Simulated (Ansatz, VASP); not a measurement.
# One calculation of Au, two programs

INCAR

```
SYSTEM = Au
PREC = Accurate ; ENCUT = 520
EDIFF = 1E-7 ; ISMEAR = -1
SIGMA = 0.1 ; LREAL = .FALSE.
LASPH = .TRUE. ; NELM = 100
ALGO = Normal ; ISIF = 2
LWAVE = .FALSE. ; LCHARG = .FALSE.
GGA = RE ; NBANDS = 24
```

Contents of KPOINTS:

```
regular mesh
0
G
  9 9 12
  0 0 0
```

Contents of POSCAR:

```
Au
1.0
    4.9558865724      0.0000000000      0.0000000000
   -2.4779432862      4.2919236699      0.0000000000
    0.0000000000      0.0000000000      2.9621770690
Au
3
Direct
    1.0000000000      0.0000000000      0.0000000000
    0.3333333333      0.6666666667      0.5000000000
    0.6666666667      0.3333333333      0.5000000000
```

Input for Ansatz:

```yaml
crystal:
  lattice:
    - [4.9558865724, 0.0, 0.0]
    - [-2.4779432862, 4.2919236699, 0.0]
    - [0.0, 0.0, 2.962177069]
  atoms:
    - { symbol: Au, position: [1.0, 0.0, 0.0] }
    - { symbol: Au, position: [0.3333333333, 0.6666666667, 0.5] }
    - { symbol: Au, position: [0.6666666667, 0.3333333333, 0.5] }
hamiltonian:
  xc: revpbe
  pseudopotentials:
    kind: paw
    azcp:
      Au: "pseudopotentials/Au.paw.azcp"
basis:
  ecutwfc: 420
  fft_grid_basis: typed
kpoints:
  mp_grid: { grid: [9, 9, 12], shift: [0, 0, 0] }
magnetization:
  spin_polarized: false
scf:
  occupations: { method: fermi_dirac, width: 0.1 }
  lower_state_search: "off"
output:
  stress: true
```

Alike in both runs: task single point; functional revPBE; k mesh 9 × 9 × 12; occupations fermi-dirac, width 0.1 eV; no spin polarisation.

```csv
,VASP,Ansatz
version,VASP 6.6.1,Ansatz 0.2.0
potentials or method,"VASP PAW PBE potentials, release 64 (Au)","plane waves (420 eV) with PAW, scalar-relativistic"
plane-wave cutoff (eV),520,420
valence electrons in the cell,33,57
```

Ansatz gave:

```
pressure (GPa)                                  : -9.6
largest component of the traceless stress (GPa) : 0.90
```

**Question.** Which values does VASP return?

**Answer.** Pressure (GPa): -9.7; largest component of the traceless stress (GPa): 0.89.

The two sets of potentials don't hold the same shells in valence.

Caveats: the PAW data sets were made with another functional, which shifts forces and pressure a little (VASP). Spin-orbit coupling is left out, which matters for the levels of Au.
